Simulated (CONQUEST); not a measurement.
Input of a CONQUEST 1.3 run:

File Conquest_input:

```
IO.Title CsI
IO.Coordinates coords.dat
IO.FractionalAtomicCoords T
IO.Iprint 2
IO.Iprint_init 1
General.NumberOfSpecies 2
General.PseudopotentialType hamann
AtomMove.TypeOfRun static
AtomMove.FullStress T
Grid.GridCutoff 120
DM.SolutionMethod diagon
Diag.MPMesh T
Diag.GammaCentred T
Diag.MPMeshX 6
Diag.MPMeshY 6
Diag.MPMeshZ 6
Diag.kT 0.00183747
minE.SCTolerance 1e-6
SC.MaxIters 100
IO.AtomChargeOutput T
%block ChemicalSpeciesLabel
1 132.910 Cs
2 126.900 I
%endblock
```

Contents of coords.dat:

```
    8.6298122933     0.0000000000     0.0000000000
    0.0000000000     8.6298122933     0.0000000000
    0.0000000000     0.0000000000     8.6298122933
2
  0.0089120000   0.9997950000   0.9964100000 1 T T T
  0.4903230000   0.5006860000   0.4937780000 2 T T T
```

Potentials or basis: PseudoDojo NC PBEsol, DZP, grid cutoff 120 Ha.

Command:

```console
$ OMP_NUM_THREADS=1 Conquest
```

(1) Predict the pressure.

(2) What does it give for the largest force?

(3) Predict the Mulliken charges.

(4) What does it give for the band gap on the k mesh?

Answers

(1) -0.5 GPa.

(2) 0.065 eV/Å.

(3) Cs +0.28; I -0.28 e.

(4) 3.80 eV, indirect (least direct gap 3.88 eV).

Caveat: spin-orbit coupling is left out, which moves the levels of the heavy elements; the basis of atomic orbitals isn't converged, which shifts pressures, moduli and gaps.
